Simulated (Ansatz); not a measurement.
# CuO under changes of volume

One of the cells (11.721 Å³/atom); the others are scaled copies at fixed shape and fractional positions:

```
Cu O
1.0
     3.17550    0.00000    0.00000
     0.00000    3.17550    0.00000
     0.00000    0.00000    4.64953
Cu O
2 2
Direct
  0.00000 0.00000 0.00000
  0.50000 0.50000 0.00000
  0.50000 0.00000 0.26700
  0.00000 0.50000 0.73300
```

The cell was built by a generator and needn't be a form met in nature.

| Property | Result |
| --- | --- |
| Program | Ansatz 0.2.0 |
| Functional | PBEsol |
| Potentials or basis | Ansatz PAW |
| Cutoff | 420 eV (not typed: the program's choice for these potentials) |
| k mesh | 8 × 8 × 6 |
| Occupations | fermi-dirac, width 0.05 eV |
| Spin | no spin polarisation |

```csv
volume (Å³/atom),energy over the lowest point (meV/atom),pressure (GPa),largest force (eV/Å)
11.018,90.77,22.0,0.530
11.252,62.13,17.5,0.817
11.487,?,?,?
11.721,22.81,9.9,1.322
11.956,10.83,6.7,1.543
12.190,3.46,3.8,1.745
12.424,0.00,1.2,1.931
```

Q: What does the run at 11.487 Å³/atom give?

A: Energy over the lowest point 39.67 meV/atom; pressure 13.5 GPa; largest force 1.080 eV/Å.

Worked out: A Birch-Murnaghan fit of order 3 (a polynomial in V^(-2/3)) to the other rows has its minimum at 12.53 Å³/atom, just outside them, with B0 = V·E''(V) = 124 GPa and B' = 4.9 at fixed shape and positions, which overstates the stiffness. It gives 39.63 meV/atom at 11.487 Å³/atom, against the run's 39.67, and -dE/dV = 13.4 GPa, against 13.5.

Energies are extrapolated to zero smearing.

Caveats: the run has no spin polarisation, though such a crystal can be magnetic; the PAW data sets come from PBE, with cores solved anew for the run's functional, which leaves a small shift of forces and pressure; forces of over 1 eV/Å show positions far from the minimum, so gaps and moduli don't describe the material at rest (some runs).
